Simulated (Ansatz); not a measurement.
A run of Ansatz 0.2.0 is set up as follows.

input.yaml

```yaml
crystal:
  lattice:
    - [0.0, 2.768834, 2.768834]
    - [2.768834, 0.0, 2.768834]
    - [2.768834, 2.768834, 0.0]
  atoms:
    - { symbol: In, position: [0.0, 0.0, 0.0] }
    - { symbol: P, position: [0.5, 0.5, 0.5] }
hamiltonian:
  xc: rpbe
  pseudopotentials: { kind: paw }
kpoints:
  mp_grid: { grid: [8, 8, 8] }
  band_path:
    path:
      - [[0.0, 0.0, 0.0], [0.5, 0.0, 0.5], [0.5, 0.25, 0.75], [0.375, 0.375, 0.75], [0.0, 0.0, 0.0], [0.5, 0.5, 0.5], [0.625, 0.25, 0.625], [0.5, 0.25, 0.75], [0.5, 0.5, 0.5], [0.375, 0.375, 0.75]]
      - [[0.625, 0.25, 0.625], [0.5, 0.0, 0.5]]
    npoints: 14
scf:
  occupations: { method: fermi_dirac, width: 0.05 }
  n_extra_bands: 6
output:
  forces: true
  stress: true
  eigenvalues: true
  fatbands: false
```

Potentials or basis: Ansatz PAW.

Launch:

```bash
$ ansatz run input.yaml --threads 2 --pin off --max-ram 5632MiB --backend cpu --events-out ev --progress --plain --runs-dir out
```

Question: What does it give for the pressure?

Answer: 1.8 GPa.

Question: Estimate the band gap on the k mesh.

Answer: None (metal or under the smearing width).

Levels at the corners of the path, in eV from the Fermi level:
| point | band 6 | band 7 | band 8 | band 9 | band 10 | band 11 | band 12 | band 13 |
| --- | --- | --- | --- | --- | --- | --- | --- | --- |
| Γ | -12.10 | -0.38 | -0.38 | -0.38 | 0.52 | 6.96 | 6.96 | 6.96 |
| X | -8.93 | -5.04 | -2.55 | -2.44 | -2.44 | 3.74 | 9.84 | 9.84 |
| W | -8.89 | -4.78 | -3.98 | -3.98 | 2.30 | 4.52 | 6.62 | 6.62 |
| K | -9.01 | -5.16 | -4.48 | -1.77 | 0.08 | 5.34 | 6.89 | 8.36 |
| Γ | -12.10 | -0.38 | -0.38 | -0.38 | 0.52 | 6.96 | 6.96 | 6.96 |
| L | -10.03 | -6.72 | 0.03 | 0.03 | 2.44 | 3.33 | 3.33 | 5.15 |
| U | -9.01 | -5.16 | -4.48 | -1.77 | 0.08 | 5.34 | 6.89 | 8.36 |
| W | -8.89 | -4.78 | -3.98 | -3.98 | 2.30 | 4.52 | 6.62 | 6.62 |
| L | -10.03 | -6.72 | 0.03 | 0.03 | 2.44 | 3.33 | 3.33 | 5.15 |
| K | -9.01 | -5.16 | -4.48 | -1.77 | 0.08 | 5.34 | 6.89 | 8.36 |
| U | -9.01 | -5.16 | -4.48 | -1.77 | 0.08 | 5.34 | 6.89 | 8.36 |
| X | -8.93 | -5.04 | -2.55 | -2.44 | -2.44 | 3.74 | 9.84 | 9.84 |

Caveat: spin-orbit coupling is left out, which moves the levels of the heavy elements; the PAW data sets come from PBE, with cores solved anew for the run's functional, which leaves a small shift of forces and pressure.
